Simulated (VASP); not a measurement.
# Li (P6_3/mmc) in VASP: notebook, part 2 of 2

VASP 6.6.1. The steps go on from the part before.

### Step 3. Relaxation of cell and atoms, rSCAN

INCAR reads:

```
  ALGO = Normal
  EDIFF = 1E-7
  EDIFFG = -0.01
  ENCUT = 600
  IBRION = 2
  ISIF = 3
  ISMEAR = 1
  LASPH = T
  LCHARG = F
  LMIXTAU = T
  LREAL = F
  LWAVE = F
  METAGGA = RSCAN
  NELM = 80
  NSW = 60
  PREC = Accurate
  SIGMA = 0.1
```

KPOINTS reads:

```
k-points
0
Gamma
  10 10 5
```

POSCAR reads:

```
Li
1.0
    3.1110000000      0.0000000000      0.0000000000
   -1.5555000000      2.6942050312      0.0000000000
    0.0000000000      0.0000000000      5.0930000000
Li
2
Direct
    0.6666666667      0.3333333333      0.7500000000
    0.3333333333      0.6666666667      0.2500000000
```

Potentials or basis: VASP PAW PBE potentials, release 64 (Li_sv).

Launch:

```
$ cat potpaw_PBE.64/Li_sv/POTCAR > POTCAR
$ mpirun -np 1 vasp_std > vasp.out
```

OUTCAR:

```text
EDIFF = 1E-7
   EDIFFG = -0.01
   ENCUT = 600
   IBRION = 2
   ISIF = 3
   ISMEAR = 1
   LASPH = T
   LREAL = F
   METAGGA = RSCAN
   NELM = 80
   NSW = 60
   PREC = Accurate

 ion  position               nearest neighbor table
   1  0.667  0.333  0.750-
   2  0.333  0.667  0.250-

  LATTYP: Found a hexagonal cell.
 ALAT       =     3.1110000000
 C/A-ratio  =     1.6370941819

  Lattice vectors:

 A1 = (   3.1110000000,   0.0000000000,   0.0000000000)
 A2 = (  -1.5555000000,   2.6942050312,   0.0000000000)
 A3 = (   0.0000000000,   0.0000000000,   5.0930000000)

Analysis of symmetry for initial positions (statically):
=====================================================================
 Subroutine PRICEL returns:
 Original cell was already a primitive cell.

 Routine SETGRP: Setting up the symmetry group for a
 hexagonal supercell.

 Subroutine GETGRP returns: Found 24 space group operations
 (whereof 12 operations were pure point group operations)
 out of a pool of 24 trial point group operations.

The static configuration has the point symmetry D_3d.
 The point group associated with its full space group is D_6h.

Analysis of symmetry for dynamics (positions and initial velocities):
=====================================================================
 Subroutine PRICEL returns:
 Original cell was already a primitive cell.

 Routine SETGRP: Setting up the symmetry group for a
 hexagonal supercell.

 Subroutine GETGRP returns: Found 24 space group operations
 (whereof 12 operations were pure point group operations)
 out of a pool of 24 trial point group operations.

The dynamic configuration has the point symmetry D_3d.
 The point group associated with its full space group is D_6h.

 Subroutine INISYM returns: Found 24 space group operations
 (whereof 12 operations are pure point group operations),
 and found     1 'primitive' translations

[... 123 lines left out ...]
   LEPSILON=     F    determine dielectric tensor
   LRPA    =     F    only Hartree local field effects (RPA)
 conjugate gradient relaxation of ions
 non-spin polarized calculation
 Methfessel and Paxton  Order N= 1 SIGMA  =   0.10
  energy-cutoff  :      600.00
  volume of cell :       42.69
 maximum number of plane-waves:      1448
 NGX is ok and might be reduce to    28
   NGX = 13   NGY = 13   NGZ = 21

--------------------------------------- Ionic step        1  -------------------------------------------

 number of electron       6.0000000 magnetization

 Free energy of the ion-electron system (eV)
  ---------------------------------------------------
  ext. energy  EPLUGINS =         0.00000000
  ---------------------------------------------------
  free energy    TOTEN  =        -4.87291643 eV

  energy without entropy =       -4.87416810  energy(sigma->0) =       -4.87333366

------------------------ aborting loop because EDIFF is reached ----------------------------------------

  FORCE on cell =-STRESS in cart. coord.  units (eV):
  Direction    XX          YY          ZZ          XY          YZ          ZX
  --------------------------------------------------------------------------------------
  -------------------------------------------------------------------------------------
  Total       -0.1089542     -0.1089542     -0.1052169      0.0000000     -0.0000000      0.0000000
  in kB       -4.0893122     -4.0893122     -3.9490403      0.0000000     -0.0000000      0.0000000
  external PRESSURE =      -4.0425549 kB  Pullay stress =       0.0000000 kB
[... 131 lines left out ...]
--------------------------------------- Ionic step        5  -------------------------------------------

 number of electron       5.9999994 magnetization

 Free energy of the ion-electron system (eV)
  ---------------------------------------------------
  ext. energy  EPLUGINS =         0.00000000
  ---------------------------------------------------
  free energy    TOTEN  =        -4.87431473 eV

  energy without entropy =       -4.87550276  energy(sigma->0) =       -4.87471074

 E-fermi :   0.6069     XC(G=0):  -7.4333

 val. band max:        0.5903229465   @ k =   0.0000   0.0000   0.0000
 cond. band min:       0.6977023828   @ k =   0.5000   0.0000   0.2000
 fundamental gap:      0.1073794363
 Fermi energy:         0.6069363842

 k-point     1 :       0.0000    0.0000    0.0000
  band No.  band energies     occupation
      1     -47.4168      2.00000
      2     -47.3979      2.00000
      3      -3.2284      2.00000
      4       0.5903      1.27693
      5       3.7183      0.00000
      6      14.3254      0.00000
      7      14.3256      0.00000
[... 221 lines left out ...]
 k-point    24 :       0.4000    0.1000    0.2000
  band No.  band energies     occupation
      1     -47.3973      2.00000
      2     -47.3924      2.00000
      3       0.4630      2.06048
      4       2.1783     -0.00000
      5       4.6609      0.00000
      6       6.1916      0.00000
      7       8.0105      0.00000

 [... further k-points ...]
[... 5 lines left out ...]
  --------------------------------------------------------------------------------------
  -------------------------------------------------------------------------------------
  Total        0.0117296      0.0117296     -0.0026584      0.0000000      0.0000000      0.0000000
  in kB        0.4647131      0.4647131     -0.1053243      0.0000000      0.0000000      0.0000000
  external PRESSURE =       0.2747006 kB  Pullay stress =       0.0000000 kB
[... 17 lines left out ...]
  FREE ENERGIE OF THE ION-ELECTRON SYSTEM (eV)
  ---------------------------------------------------
  free  energy   TOTEN  =        -4.8743147312 eV

  energy  without entropy=       -4.8755027647  energy(sigma->0) =       -4.87471074

 reached required accuracy - stopping structural energy minimisation
```

OSZICAR:

```text
N       E                     dE             d eps       ncg     rms          rms(c)
DAV:   1     0.567202338007E+01    0.56720E+01   -0.36973E+03   588   0.870E+02
DAV:   2    -0.415152603528E+01   -0.98235E+01   -0.96821E+01   854   0.695E+01
DAV:   3    -0.540943661459E+01   -0.12579E+01   -0.12576E+01   812   0.385E+01
[... 117 lines left out ...]
DAV:  17    -0.487431148248E+01   -0.16376E-05   -0.17851E-10   294   0.227E-04    0.128E-04
DAV:  18    -0.487431360902E+01   -0.21265E-05   -0.22063E-10   294   0.259E-04    0.443E-05
DAV:  19    -0.487431454981E+01   -0.94080E-06   -0.66384E-11   294   0.153E-04    0.400E-06
DAV:  20    -0.487431470065E+01   -0.15084E-06   -0.16724E-11   294   0.620E-05    0.205E-06
DAV:  21    -0.487431473115E+01   -0.30500E-07   -0.92744E-12   294   0.378E-05
   5 F= -.48743147E+01 E0= -.48747107E+01  d E =-.139830E-02
```

CONTCAR:

```text
Li
   1.00000000000000
     3.0547606161550771    0.0000000000000000    0.0000000000000000
    -1.5273803080775386    2.6455002960956695    0.0000000000000000
     0.0000000000000000   -0.0000000000000000    5.0040889964005508
  Li
     2
Direct
     0.6666666667000030    0.3333333332999970    0.7500000000000000
     0.3333333332999970    0.6666666667000030    0.2500000000000000

  0.00000000E+00  0.00000000E+00  0.00000000E+00
  0.00000000E+00  0.00000000E+00  0.00000000E+00
```

It took 7.3 min on 1 thread of Intel Xeon Platinum 8259CL at 2.50GHz (Skylake/Cascade Lake), shared host; peak memory 0.18 GiB.

What came out:

| Property | Result |
| --- | --- |
| Free energy | -4.8743 eV |
| Relaxed volume | 20.22 Å³/atom |
| Relaxed cell | a = 3.055 Å, b = 3.055 Å, c = 5.004 Å, α = 90.00°, β = 90.00°, γ = 120.00° |
| Space group after relaxing (to 0.05 Å) | P6_3/mmc (No. 194) |
| Energy gained by relaxing | 0.7 meV/atom |
| Ionic steps | 5 |
| Pressure after relaxing | 0.0 GPa |
| Band gap on the k mesh | none (metal or under the smearing width) |

The path:
```
step  energy change (eV)  largest force (eV/Å)  pressure (GPa)  volume (Å³)
   1              0.0000                0.0000           -0.40        42.69
   2             -0.0004                0.0000           -0.39        42.36
   3             -0.0017                0.0000           -0.29        41.37
   4              0.0003                0.0000            0.32        39.45
   5             -0.0014                0.0000            0.03        40.44
```

Final structure:
```cif
data_structure
_symmetry_space_group_name_H-M 'P 1'
_symmetry_Int_Tables_number 1
_cell_length_a 3.0548
_cell_length_b 3.0548
_cell_length_c 5.0041
_cell_angle_alpha 90.000
_cell_angle_beta 90.000
_cell_angle_gamma 120.000
_cell_volume 40.44
loop_
_atom_site_label
_atom_site_type_symbol
_atom_site_fract_x
_atom_site_fract_y
_atom_site_fract_z
_atom_site_occupancy
Li1 Li 0.66667 0.33333 0.75000 1
Li2 Li 0.33333 0.66667 0.25000 1
```

Caveat: the cutoff is under 1.25 times the usual one of these potentials, so pressure, stress and relaxed cells hold a basis-set (Pulay) error; the PAW data sets were made with another functional, which shifts forces and pressure a little.

### Step 4. The reference run

An earlier run on the cell as given: functional PBE; potentials or basis VASP PAW PBE potentials, release 64 (Li_sv); cutoff 520 eV; k mesh 10 × 10 × 5; occupations fermi-dirac, width 0.05 eV; no spin polarisation.

- Band gap on the k mesh: none (metal or under the smearing width)

### Step 5. Overview

```csv
task,level,cell,cutoff (eV),smearing,gap on the mesh (eV),pressure (GPa),relaxed volume (Å³/atom)
relaxation of cell and atoms,r2SCAN,relaxed,600,methfessel-paxton 0.1 eV,none,0.0,20.17
relaxation of cell and atoms,rSCAN,relaxed,600,methfessel-paxton 0.1 eV,none,0.0,20.22
single point,PBE,as given,520,fermi-dirac 0.05 eV,none,-,-
```

Alike in all rows: potentials or basis VASP PAW PBE potentials, release 64 (Li_sv); no spin polarisation; k mesh 10 × 10 × 5.

Caveats: the cutoff is under 1.25 times the usual one of these potentials, so pressure, stress and relaxed cells hold a basis-set (Pulay) error; the PAW data sets were made with another functional, which shifts forces and pressure a little (some runs).

Total energies depend on the potentials used, so only differences within one code and one set of settings carry meaning.
